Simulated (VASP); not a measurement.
**BN (Qingsongite): input slips in a phonon run and what they do**

Some phonon runs on BN (Qingsongite) get a fault in the input on purpose. Which of them show, and how? The starting structure is a measured crystal structure from the Crystallography Open Database.

Main program and level: VASP 6.6.1; Kohn-Sham DFT with plane waves and PAW; LDA.

**1. The starting structure**

Symmetry: F-43m, No. 216, cubic system. The conventional cell has a = 3.615 Å, b = 3.615 Å, c = 3.615 Å, α = 90.00°, β = 90.00°, γ = 90.00°. N has 4 B at 1.57 Å nearest. Nearest to B lie 4 N at 1.57 Å. Farther neighbours and most contacts between anions are not listed.

As a file:

```
N B
1.0
     0.00000    1.80750    1.80750
     1.80750    0.00000    1.80750
     1.80750    1.80750    0.00000
N B
1 1
Direct
  0.75000 0.75000 0.75000
  0.00000 0.00000 0.00000
```

**2. Reference modes**

The cell comes from a relaxation at this level, not shown (11.50 Å³).

Contents of INCAR:

```
SYSTEM = BN
PREC = Accurate
ENCUT = 520
EDIFF = 1E-08
NELM = 100
ISMEAR = 0
SIGMA = 0.03
LREAL = .FALSE.
ALGO = Normal
GGA = CA
NBANDS = 10
LORBIT = 11
LWAVE = .FALSE.
LCHARG = .FALSE.
KPAR = 2
IBRION = 8
LEPSILON = .TRUE.
ISIF = 2
```

Contents of POSCAR:

```
BN
1.0
    0.0000000000      1.7917290351      1.7917290351
    1.7917290351      0.0000000000      1.7917290351
    1.7917290351      1.7917290351      0.0000000000
N B
1 1
Direct
    0.7500000000      0.7500000000      0.7500000000
    0.0000000000      0.0000000000      0.0000000000
```

Contents of KPOINTS:

```
Automatic mesh
0
Gamma
14 14 14
0 0 0
```

The projector-augmented-wave data sets are N and B (LDA family, release 64).

The run is started by

```
$ mpirun -np 2 vasp_std
```

Output:

```text
[banner, memory and clock lines left out]
running    2 mpi-ranks, on    1 nodes
 distrk:  each k-point on    1 cores,    2 groups
 distr:  one band on    1 cores,    1 groups

 POSCAR found type information on POSCAR N B
 POSCAR found :  2 types and       2 ions
 LDA part: xc-table for (Slater(with rela. corr.)+CA(PZ))
 , standard interpolation
 POSCAR, INCAR and KPOINTS ok, starting setup
 FFT: planning ... GRIDC
 FFT: planning ... GRID_SOFT
 FFT: planning ... GRID
 WAVECAR not read
 entering main loop
       N       E                     dE             d eps       ncg     rms          rms(c)
DAV:   1     0.709457797878E+01    0.70946E+01   -0.49345E+03  2104   0.783E+02
DAV:   2    -0.201931663674E+02   -0.27288E+02   -0.26258E+02  2510   0.155E+02
DAV:   3    -0.205931484497E+02   -0.39998E+00   -0.39935E+00  2404   0.165E+01
DAV:   4    -0.205936123176E+02   -0.46387E-03   -0.46386E-03  2272   0.670E-01
DAV:   5    -0.205936127645E+02   -0.44688E-06   -0.44690E-06  2370   0.206E-02    0.665E+00
DAV:   6    -0.195646856005E+02    0.10289E+01   -0.33327E+00  2108   0.113E+01    0.317E+00
DAV:   7    -0.194465274887E+02    0.11816E+00   -0.96138E-02  2308   0.264E+00    0.180E+00
DAV:   8    -0.194141096905E+02    0.32418E-01   -0.50426E-02  2334   0.161E+00    0.187E-01
DAV:   9    -0.194139541446E+02    0.15555E-03   -0.86495E-04  2250   0.276E-01    0.827E-02
DAV:  10    -0.194139385634E+02    0.15581E-04   -0.43302E-05  2346   0.668E-02    0.139E-02
DAV:  11    -0.194139390385E+02   -0.47503E-06   -0.16984E-06  2322   0.939E-03    0.612E-03
DAV:  12    -0.194139389717E+02    0.66750E-07   -0.48617E-07  2286   0.434E-03    0.224E-04
DAV:  13    -0.194139389728E+02   -0.10505E-08   -0.76826E-09  1320   0.887E-04
   1 F= -.19413939E+02 E0= -.19413939E+02  d E =-.800194E-17
 Linear response reoptimize wavefunctions to high precision
DAV:   1    -0.194139389729E+02   -0.94360E-10   -0.18924E-10  1454   0.159E-04
 Linear response G [H, r] |phi>, progress :
  Direction:   1
       N       E                     dE             d eps       ncg     rms
RMM:   1    -0.372591237460E+02   -0.37259E+02   -0.29414E+01  4774   0.502E+01
RMM:   2    -0.320669979636E+02    0.51921E+01   -0.11840E+00  3317   0.862E+00
RMM:   3    -0.320465608943E+02    0.20437E-01   -0.14922E-02  3521   0.338E-01
RMM:   4    -0.320453307224E+02    0.12302E-02   -0.93751E-04  3706   0.195E-02
RMM:   5    -0.320452422789E+02    0.88443E-04   -0.46527E-05  3591   0.150E-03
RMM:   6    -0.320452376776E+02    0.46013E-05   -0.45637E-07  3031   0.320E-04
RMM:   7    -0.320452376497E+02    0.27827E-07   -0.40621E-07  2555   0.243E-04
RMM:   8    -0.320452376510E+02   -0.12700E-08   -0.42283E-07  2588   0.243E-04
RMM:   9    -0.320452376524E+02   -0.13575E-08   -0.43508E-07  2470   0.243E-04
RMM:  10    -0.320452376522E+02    0.18206E-09   -0.44882E-07  2201   0.243E-04
 Linear response G [H, r] |phi>, progress :
  Direction:   2
       N       E                     dE             d eps       ncg     rms
RMM:   1    -0.345934363594E+02   -0.34593E+02   -0.20550E+01  4809   0.477E+01
RMM:   2    -0.326485680874E+02    0.19449E+01   -0.84550E-01  3307   0.725E+00
RMM:   3    -0.326286052695E+02    0.19963E-01   -0.14251E-02  3545   0.285E-01
RMM:   4    -0.326273835209E+02    0.12217E-02   -0.93492E-04  3753   0.166E-02
RMM:   5    -0.326272951867E+02    0.88334E-04   -0.47074E-05  3602   0.139E-03
RMM:   6    -0.326272905899E+02    0.45968E-05   -0.10698E-06  3062   0.379E-04
RMM:   7    -0.326272905618E+02    0.28012E-07   -0.66811E-07  2630   0.316E-04
RMM:   8    -0.326272905636E+02   -0.18004E-08   -0.60889E-07  2728   0.315E-04
RMM:   9    -0.326272905639E+02   -0.21370E-09   -0.58342E-07  2659   0.315E-04
RMM:  10    -0.326272905679E+02   -0.40434E-08   -0.30953E-07  2335   0.315E-04
 Linear response G [H, r] |phi>, progress :
  Direction:   3
       N       E                     dE             d eps       ncg     rms
RMM:   1    -0.252917308078E+02   -0.25292E+02    0.74462E+01  4516   0.505E+01
RMM:   2    -0.237546266891E+02    0.15371E+01   -0.92821E-01  3292   0.825E+00
RMM:   3    -0.237540435577E+02    0.58313E-03   -0.26674E-03  3546   0.353E-01
RMM:   4    -0.237540149647E+02    0.28593E-04   -0.91021E-06  3682   0.224E-02
RMM:   5    -0.237540150593E+02   -0.94584E-07   -0.13652E-07  3535   0.185E-03
RMM:   6    -0.237540150791E+02   -0.19799E-07   -0.21614E-07  2991   0.322E-04
RMM:   7    -0.237540150781E+02    0.99760E-09   -0.96974E-08  2533   0.210E-04
 Linear response to external field (no local field effect), progress :
  Direction:   1
       N       E                     dE             d eps       ncg     rms          rms(c)
RMM:   1    -0.139620056495E+00   -0.13962E+00   -0.43082E-01  4713   0.198E+00
RMM:   2    -0.140039346366E+00   -0.41929E-03   -0.30550E-04  3361   0.138E-01
RMM:   3    -0.140039974355E+00   -0.62799E-06   -0.40546E-07  3427   0.456E-03
RMM:   4    -0.140039974900E+00   -0.54532E-09   -0.15541E-09  3083   0.203E-04
 change of polarisation eV/A/(eV/A) component  1 :     0.280     0.118     0.031
 dielectric tensor                  component  1 :     5.406     1.864     0.493
 Linear response to external field (no local field effect), progress :
  Direction:   2
       N       E                     dE             d eps       ncg     rms          rms(c)
[...]
RMM:   3    -0.752837887319E-01   -0.48686E-06   -0.24038E-07  3386   0.384E-03
RMM:   4    -0.752837898240E-01   -0.10921E-08   -0.69175E-10  3091   0.180E-04
 change of polarisation eV/A/(eV/A) component  3 :     0.031    -0.040     0.151
 dielectric tensor                  component  3 :     0.493    -0.634     3.368
 Linear response to external field, progress :
  Direction:   1
       N       E                     dE             d eps       ncg     rms          rms(c)
RMM:   1    -0.117887525098E+00   -0.11789E+00   -0.35261E-01 19348   0.183E+00
RMM:   2    -0.118259753588E+00   -0.37223E-03   -0.26065E-04 13860   0.129E-01    0.576E-01
RMM:   3    -0.115979295792E+00    0.22805E-02   -0.95219E-04 13590   0.238E-01    0.337E-01
RMM:   4    -0.119688678068E+00   -0.37094E-02   -0.13981E-03 14004   0.289E-01    0.369E-02
RMM:   5    -0.120148986369E+00   -0.46031E-03   -0.14882E-05 14228   0.310E-02    0.415E-03
RMM:   6    -0.120162818159E+00   -0.13832E-04   -0.23197E-08 14426   0.166E-03    0.219E-03
RMM:   7    -0.120171687308E+00   -0.88691E-05   -0.74974E-09 14342   0.829E-04    0.954E-05
RMM:   8    -0.120171878145E+00   -0.19084E-06   -0.49548E-10  8394   0.375E-05    0.256E-05
RMM:   9    -0.120171867790E+00    0.10355E-07   -0.74041E-10  7620   0.443E-05    0.218E-06
 change of polarisation eV/A/(eV/A) component  1 :     0.227     0.040     0.024
 dielectric tensor                  component  1 :     4.566     0.623     0.376
 Linear response to external field, progress :
  Direction:   2
       N       E                     dE             d eps       ncg     rms          rms(c)
RMM:   1    -0.117887238166E+00   -0.11789E+00   -0.35260E-01 19348   0.183E+00
RMM:   2    -0.118259747189E+00   -0.37251E-03   -0.26257E-04 13863   0.129E-01    0.576E-01
RMM:   3    -0.115979332022E+00    0.22804E-02   -0.95285E-04 13585   0.238E-01    0.337E-01
RMM:   4    -0.119688838406E+00   -0.37095E-02   -0.13993E-03 14003   0.289E-01    0.369E-02
RMM:   5    -0.120149084998E+00   -0.46025E-03   -0.14897E-05 14230   0.310E-02    0.415E-03
RMM:   6    -0.120162940609E+00   -0.13856E-04   -0.23683E-08 14432   0.166E-03    0.219E-03
RMM:   7    -0.120171803224E+00   -0.88626E-05   -0.71097E-09 14349   0.830E-04    0.944E-05
RMM:   8    -0.120171986157E+00   -0.18293E-06   -0.15876E-10  8247   0.371E-05    0.281E-05
RMM:   9    -0.120171986563E+00   -0.40592E-09   -0.52132E-10  7821   0.465E-05    0.254E-06
 change of polarisation eV/A/(eV/A) component  2 :     0.026     0.227     0.028
 dielectric tensor                  component  2 :     0.403     4.566     0.441
 Linear response to external field, progress :
  Direction:   3
       N       E                     dE             d eps       ncg     rms          rms(c)
RMM:   1    -0.117887244996E+00   -0.11789E+00   -0.35260E-01 19348   0.183E+00
RMM:   2    -0.118259749591E+00   -0.37250E-03   -0.26080E-04 13860   0.129E-01    0.576E-01
RMM:   3    -0.115979317523E+00    0.22804E-02   -0.95223E-04 13590   0.238E-01    0.337E-01
RMM:   4    -0.119688800269E+00   -0.37095E-02   -0.13982E-03 14004   0.289E-01    0.369E-02
RMM:   5    -0.120149093012E+00   -0.46029E-03   -0.14883E-05 14228   0.310E-02    0.415E-03
RMM:   6    -0.120162937376E+00   -0.13844E-04   -0.23445E-08 14431   0.166E-03    0.219E-03
RMM:   7    -0.120171802359E+00   -0.88650E-05   -0.74862E-09 14352   0.829E-04    0.946E-05
RMM:   8    -0.120171985712E+00   -0.18335E-06   -0.39139E-10  8256   0.361E-05    0.279E-05
RMM:   9    -0.120171985151E+00    0.56047E-09   -0.76336E-10  7790   0.453E-05    0.253E-06
 change of polarisation eV/A/(eV/A) component  3 :     0.022     0.041     0.227
 dielectric tensor                  component  3 :     0.346     0.652     4.566
 Linear response DOF=           2
 Linear response progress:
  Degree of freedom:   1/  2
       N       E                     dE             d eps       ncg     rms          rms(c)
RMM:   1    -0.229580465990E+00   -0.22958E+00    0.10799E-01 17341   0.331E+00
RMM:   2    -0.224052459698E+00    0.55280E-02   -0.21328E-03 13236   0.430E-01    0.231E-01
RMM:   3    -0.225021055376E+00   -0.96860E-03   -0.42579E-04 12772   0.160E-01    0.125E-01
RMM:   4    -0.227058655706E+00   -0.20376E-02   -0.39580E-04 12377   0.156E-01    0.232E-02
RMM:   5    -0.227115646118E+00   -0.56990E-04   -0.84621E-06 14212   0.227E-02    0.874E-04
RMM:   6    -0.227123522576E+00   -0.78765E-05   -0.10224E-06 13991   0.111E-03    0.403E-04
RMM:   7    -0.227121576566E+00    0.19460E-05   -0.11967E-06 14359   0.380E-04    0.462E-05
RMM:   8    -0.227121383353E+00    0.19321E-06   -0.97610E-07 14252   0.369E-05    0.197E-05
RMM:   9    -0.227121320979E+00    0.62374E-07   -0.98427E-07 14716   0.330E-05    0.938E-07
RMM:  10    -0.227121320067E+00    0.91205E-09   -0.98538E-07 10829   0.196E-05    0.430E-07
RMM:  11    -0.227121321976E+00   -0.19090E-08   -0.10521E-06  9603   0.197E-05    0.205E-08
 first order change of Fermi-energy   0.14742E-03
 force on displaced ion       1 direction 1 : -25.541  -0.000  -0.000
 Born effective charge ion    1 direction 1 :  -1.874   0.000   0.000
 Linear response progress:
  Degree of freedom:   2/  2
       N       E                     dE             d eps       ncg     rms          rms(c)
RMM:   1    -0.418428033029E-01   -0.41843E-01   -0.24938E-02 21772   0.134E+00
RMM:   2    -0.362219292589E-01    0.56209E-02    0.63162E-04 13182   0.239E-01    0.148E-01
RMM:   3    -0.362866759304E-01   -0.64747E-04    0.11748E-04 13675   0.783E-02    0.829E-02
RMM:   4    -0.365835493152E-01   -0.29687E-03   -0.31116E-05 13667   0.892E-02    0.763E-03
RMM:   5    -0.365826651168E-01    0.88420E-06    0.26734E-05 14075   0.719E-03    0.111E-03
RMM:   6    -0.365829985306E-01   -0.33341E-06    0.21712E-06 14081   0.517E-04    0.413E-04
RMM:   7    -0.365809599282E-01    0.20386E-05   -0.21140E-07 14258   0.389E-04    0.440E-05
RMM:   8    -0.365810036592E-01   -0.43731E-07    0.11059E-07 14310   0.319E-05    0.102E-05
RMM:   9    -0.365809440301E-01    0.59629E-07    0.18341E-07 14532   0.160E-05    0.858E-07
RMM:  10    -0.365809480271E-01   -0.39970E-08    0.13953E-07  9463   0.898E-06    0.345E-07
RMM:  11    -0.365809338540E-01    0.14173E-07    0.23216E-07  7691   0.899E-06    0.139E-08
 first order change of Fermi-energy  -0.46223E-05
 force on displaced ion       2 direction 1 : -25.553  -0.000  -0.000
 Born effective charge ion    2 direction 1 :   1.874   0.000   0.000
 Born effective charges drift removed
 Linear response finished
```

Elapsed: 93 s, on 2 MPI ranks of Intel Xeon 6975P-C (Granite Rapids), shared host; peak memory 0.45 GiB; 3.1 min of CPU time.

The logs omit lines about the potential files and the build; timing stands in the text.

Parts of OUTCAR (step 2):

```text
ion  position               nearest neighbor table
   1  0.750  0.750  0.750-   2 1.55   2 1.55   2 1.55   2 1.55
   2  0.000  0.000  0.000-   1 1.55   1 1.55   1 1.55   1 1.55

  LATTYP: Found a face centered cubic cell.
 ALAT       =     3.5834580702

 Subroutine GETGRP returns: Found 24 space group operations
 (whereof 24 operations were pure point group operations)

The static configuration has the point symmetry T_d .

 Found    104 irreducible k-points:

   k-points           NKPTS =    104   k-points in BZ     NKDIM =    104   number of bands    NBANDS=     10

   dimension x,y,z NGX =    20 NGY =   20 NGZ =   20
   dimension x,y,z NGXF=    40 NGYF=   40 NGZF=   40

   ENCUT  =  520.0 eV  38.22 Ry    6.18 a.u.   4.71  4.71  4.71*2*pi/ulx,y,z

   NELECT =       8.0000    total number of electrons

 k-points in reciprocal lattice and weights: Automatic mesh
   0.00000000  0.00000000  0.00000000       0.000
   0.07142857  0.00000000  0.00000000       0.003
   0.14285714  0.00000000  0.00000000       0.003
   0.21428571  0.00000000  0.00000000       0.003
   0.28571429  0.00000000  0.00000000       0.003
   0.35714286  0.00000000  0.00000000       0.003
   0.42857143  0.00000000  0.00000000       0.003
   0.50000000  0.00000000  0.00000000       0.001
   0.07142857  0.07142857  0.00000000       0.002
[...]
-0.28571429  0.42857143  0.21428571       0.009
  -0.28571429  0.50000000  0.21428571       0.004

 average (electrostatic) potential at core
       1 -59.8012       2 -29.2063

  Total        0.0001675      0.0001675      0.0001675      0.0000000      0.0000000      0.0000000
  in kB        0.0233286      0.0233286      0.0233286      0.0000000      0.0000000      0.0000000
  external PRESSURE =       0.0233286 kB  Pullay stress =       0.0000000 kB

  energy-cutoff  :      520.00
  volume of cell :       11.50
      direct lattice vectors                 reciprocal lattice vectors
     0.000000000  1.791729035  1.791729035    -0.279060053  0.279060053  0.279060053
     1.791729035  0.000000000  1.791729035     0.279060053 -0.279060053  0.279060053
     1.791729035  1.791729035  0.000000000     0.279060053  0.279060053 -0.279060053

 POSITION                                       TOTAL-FORCE (eV/Angst)
 -----------------------------------------------------------------------------------
      2.68759      2.68759      2.68759        -0.000000     -0.000000     -0.000000
      0.00000      0.00000      0.00000         0.000000      0.000000      0.000000
 -----------------------------------------------------------------------------------
    total drift:                                0.000000      0.000000      0.000000

 MACROSCOPIC STATIC DIELECTRIC TENSOR (including local field effects in DFT)
 ------------------------------------------------------
           4.565941     0.000000     0.000000
           0.000000     4.565941    -0.000000
          -0.000000     0.000000     4.565941
 ------------------------------------------------------

 PIEZOELECTRIC TENSOR (including local field effects)  for field in x, y, z        (C/m^2)
          XX          YY          ZZ          XY          YZ          ZX
  --------------------------------------------------------------------------------
  x    -0.00000    -0.00000    -0.00000     0.00000     1.02920     0.00000
  y     0.00000     0.00000     0.00000     0.00000     0.00000     1.02920
  z    -0.00000    -0.00000     0.00000     1.02920     0.00000     0.00000

 BORN EFFECTIVE CHARGES (including local field effects) (in |e|, cummulative output)
 ---------------------------------------------------------------------------------
 ion    1
    1    -1.87404     0.00000     0.00000
    2     0.00000    -1.87404     0.00000
    3     0.00000     0.00000    -1.87404
 ion    2
    1     1.87404     0.00000     0.00000
    2     0.00000     1.87404     0.00000
    3     0.00000     0.00000     1.87404

 Eigenvectors and eigenvalues of the dynamical matrix
 ----------------------------------------------------

   1 f  =   31.992379 THz   201.014045 2PiTHz 1067.150891 cm-1   132.309788 meV
             X         Y         Z           dx          dy          dz
      2.687594  2.687594  2.687594     0.000000    0.660004    0.000000
      0.000000  0.000000  0.000000     0.000000   -0.751262    0.000000

   2 f  =   31.992379 THz   201.014045 2PiTHz 1067.150891 cm-1   132.309788 meV
             X         Y         Z           dx          dy          dz
      2.687594  2.687594  2.687594    -0.660004    0.000000    0.000000
      0.000000  0.000000  0.000000     0.751262    0.000000    0.000000

   3 f  =   31.992379 THz   201.014045 2PiTHz 1067.150891 cm-1   132.309788 meV
             X         Y         Z           dx          dy          dz
      2.687594  2.687594  2.687594     0.000000    0.000000   -0.660004
      0.000000  0.000000  0.000000     0.000000    0.000000    0.751262

   4 f/i=    0.003583 THz     0.022512 2PiTHz    0.119511 cm-1     0.014817 meV
             X         Y         Z           dx          dy          dz
      2.687594  2.687594  2.687594     0.751262    0.000000    0.000000
      0.000000  0.000000  0.000000     0.660004    0.000000    0.000000

   5 f/i=    0.003583 THz     0.022512 2PiTHz    0.119511 cm-1     0.014817 meV
             X         Y         Z           dx          dy          dz
      2.687594  2.687594  2.687594     0.000000   -0.751262    0.000000
      0.000000  0.000000  0.000000     0.000000   -0.660004    0.000000

   6 f/i=    0.003583 THz     0.022512 2PiTHz    0.119511 cm-1     0.014817 meV
             X         Y         Z           dx          dy          dz
      2.687594  2.687594  2.687594     0.000000    0.000000    0.751262
      0.000000  0.000000  0.000000     0.000000    0.000000    0.660004

 MACROSCOPIC STATIC DIELECTRIC TENSOR IONIC CONTRIBUTION
 ------------------------------------------------------
           2.162402     0.000000     0.000000
           0.000000     2.162402     0.000000
           0.000000     0.000000     2.162402
 ------------------------------------------------------

 ELASTIC MODULI CONTR FROM IONIC RELAXATION (kBar)
 Direction    XX          YY          ZZ          XY          YZ          ZX
 --------------------------------------------------------------------------------
 XX          -0.0000     -0.0000      0.0000      0.0000     -0.0000      0.0000
 YY          -0.0000     -0.0000     -0.0000      0.0000      0.0000      0.0000
 ZZ           0.0000     -0.0000     -0.0000     -0.0000      0.0000      0.0000
 XY           0.0000      0.0000     -0.0000    -39.4235     -0.0000     -0.0000
 YZ          -0.0000      0.0000      0.0000     -0.0000    -39.4235     -0.0000
 ZX           0.0000      0.0000      0.0000     -0.0000     -0.0000    -39.4235
 --------------------------------------------------------------------------------

 PIEZOELECTRIC TENSOR IONIC CONTR  for field in x, y, z        (C/m^2)
          XX          YY          ZZ          XY          YZ          ZX
  --------------------------------------------------------------------------------
  x    -0.00000     0.00000     0.00000    -0.00000    -0.27474    -0.00000
  y     0.00000     0.00000     0.00000    -0.00000    -0.00000    -0.27474
  z     0.00000     0.00000    -0.00000    -0.27474    -0.00000    -0.00000
```

Energies printed during the response cycles are not total energies of the cell.

Reference: the zone-centre mode is T2 1067.2 cm⁻¹.

(Part 1 of 2 ends here.)

[Lines on the potential files, build, host, timing and source positions are cut from VASP's logs without a mark.]

[Logs are printed without paths, hosts, clocks, repeated set-up lines and the standing remarks that a program may print on its own settings, such as how far it seeks lower states.]

[Hosts, paths, dates, database ids (printed as entryN), source tags and the programs' standing remarks are cut or masked in the printed files.]
